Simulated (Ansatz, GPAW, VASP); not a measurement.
**One calculation of Bi, 4 ways**

```
Bi
1.0
    -1.98143    1.98143    1.98143
     1.98143   -1.98143    1.98143
     1.98143    1.98143   -1.98143
Bi
1
Cartesian
  0.0000 0.0000 0.0000
```

This isn't the form of Bi at room conditions, which is rhombohedral.

Alike in all runs: task single point; functional LDA; k mesh 9 × 9 × 9; occupations gaussian, width 0.05 eV; no spin polarisation; no spin-orbit coupling. LDA stands for any of its common fits. Pressure is positive in compression and, in plane waves, holds the error of the finite cutoff, which Ansatz's Pulay term estimates and takes out.

```
                                                    program and potentials  plane-wave cutoff (eV)                                                                                                                            notes  pressure (GPa)
                                                        Ansatz, Ansatz PAW                     420  potentials made for PBE, which Ansatz adapts in part; 15 valence electrons an atom on average; Pulay term of +0.03 GPa included           -3.33
                                            VASP, LDA PAW files Bi, 500 eV                     500                                                                                           5 valence electrons an atom on average           -3.26
GPAW, the program's PAW data sets (release 1.2.1) made for this functional                     600                                                                                          15 valence electrons an atom on average           -3.44
                            Ansatz, all-electron LAPW, scalar-relativistic                       -                                                                                                                                -           -3.31
```

The pressure spans -3.44 (GPAW, the program's PAW data sets (release 1.2.1) made for this functional) to -3.26 GPa (VASP, LDA PAW files Bi, 500 eV), with all-electron results at -3.31.

Differences between rows come from potentials, basis sets and numerical settings, since the functional is the same but for its coding. Runs on potential files found faulty are left out.

All four runs put this body-centred cubic cell under tension, so LDA would shrink it if the volume were free. That fits the functional's usual overbinding, and suggests that the lattice constant came from a less strongly binding functional or another source with a larger volume. The negative sign doesn't conflict with bcc bismuth being a high-pressure phase: it places this volume on the phase's own LDA equation of state, and says nothing about its enthalpy against the rhombohedral form, where a Peierls-like distortion of the p-bonded network favours three short bonds.

The spread is small beside the tension itself. Leaving the 5d shell in the core does no visible harm, as the five-electron VASP result of -3.26 GPa lies close to the all-electron -3.31 GPa, while GPAW, with 15 valence electrons, lies furthest from it. This suggests that the filled 5d shell is nearly inert at this volume. The close agreement can't bound the effect of spin-orbit coupling on the 6p bonding, which could shift all four pressures together.
